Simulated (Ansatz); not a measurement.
**(001) slab of rocksalt SrO, 17.9 Å thick as cut, bare faces**

Ansatz, PAW, plane waves, no spin–orbit coupling unless named; atoms relaxed with PBEsol, the curve by HSE06. The curve holds the local part of the PAW potentials, so its shape inside matter depends on the files.

```
O Sr
1.0
     2.56137    2.56137    0.00000
    -2.56137    2.56137    0.00000
     0.00000    0.00000   30.92961
O Sr
8 8
Direct
  0.49880 0.50100 0.21349
  0.49854 0.50094 0.37637
  0.49896 0.49985 0.54178
  0.49918 0.49964 0.70822
  0.99876 0.00103 0.29225
  0.99861 0.00047 0.45869
  0.99877 0.99942 0.62413
  0.99935 0.99981 0.78704
  0.99900 0.00071 0.21153
  0.99940 0.00058 0.37603
  0.99970 0.00039 0.54167
  0.99952 0.00021 0.70731
  0.49910 0.50075 0.29322
  0.49952 0.50048 0.45888
  0.49951 0.50037 0.62450
  0.49951 0.50003 0.78900
```

Planar mean of the electrostatic potential energy along the normal, from the vacuum level:

| z (Å) | v (eV) |
| --- | --- |
| 0.00 | 0.00 |
| 0.29 | 0.00 |
| 0.72 | 0.00 |
| 1.00 | 0.00 |
| 1.29 | 0.00 |
| 1.72 | 0.01 |
| 2.00 | 0.01 |
| 2.43 | 0.01 |
| 2.72 | 0.01 |
| 3.01 | 0.01 |
| 3.44 | 0.00 |
| 3.72 | -0.01 |
| 4.01 | -0.02 |
| 4.44 | -0.09 |
| 4.73 | -0.19 |
| 5.01 | -0.40 |
| 5.44 | -1.38 |
| 5.73 | -3.33 |
| 6.16 | -13.90 |
| 6.44 | -20.95 |
| 6.73 | -20.00 |
| 7.16 | -7.61 |
| 7.45 | -2.68 |
| 7.73 | -1.50 |
| 8.16 | -2.61 |
| 8.45 | -7.22 |
| 8.73 | -16.11 |
| 9.16 | -21.07 |
| 9.45 | -14.27 |
| 9.88 | -3.62 |
| 10.17 | -1.92 |
| 10.45 | -1.76 |
| 10.88 | -4.50 |
| 11.17 | -11.94 |
| 11.46 | -20.02 |
| 11.88 | -18.33 |
| 12.17 | -9.55 |
| 12.46 | -3.46 |
| 12.89 | -1.58 |
| 13.17 | -2.13 |
| 13.60 | -8.03 |
| 13.89 | -16.95 |
| 14.18 | -21.75 |
| 14.61 | -13.53 |
| 14.89 | -5.32 |
| 15.18 | -2.33 |
| 15.61 | -1.78 |
| 15.89 | -3.18 |
| 16.18 | -8.47 |
| 16.61 | -20.60 |
| 16.90 | -20.62 |
| 17.18 | -13.06 |
| 17.61 | -3.16 |
| 17.90 | -1.74 |
| 18.33 | -2.31 |
| 18.62 | -5.37 |
| 18.90 | -13.65 |
| 19.33 | -21.80 |
| 19.62 | -16.94 |
| 19.90 | -8.02 |
| 20.33 | -2.25 |
| 20.62 | -1.70 |
| 20.91 | -2.44 |
| 21.34 | -9.22 |
| 21.62 | -18.02 |
| 22.05 | -20.10 |
| 22.34 | -12.15 |
| 22.62 | -4.43 |
| 23.05 | -1.56 |
| 23.34 | -1.87 |
| 23.63 | -4.11 |
| 24.06 | -16.03 |
| 24.34 | -21.59 |
| 24.63 | -18.57 |
| 25.06 | -5.89 |
| 25.35 | -2.25 |
| 25.77 | -0.66 |
| 26.06 | -0.32 |
| 26.35 | -0.17 |
| 26.78 | -0.07 |
| 27.06 | -0.04 |
| 27.35 | -0.03 |
| 27.78 | -0.02 |
| 28.07 | -0.01 |
| 28.35 | -0.01 |
| 28.78 | -0.01 |
| 29.07 | -0.01 |
| 29.50 | -0.01 |
| 29.78 | 0.00 |
| 30.07 | 0.00 |
| 30.50 | 0.00 |
| 30.79 | 0.00 |

(1) How far below the vacuum level do the top filled and the lowest empty level lie, by each functional?

## Answers

(1) PBEsol: 3.65 and 1.03 eV (gap 2.61 eV, a 6×6×1 mesh); HSE06: 4.37 and 0.85 eV (gap 3.52 eV, a 4×4×1 mesh). Either level can be a surface state and not a band edge of the crystal.
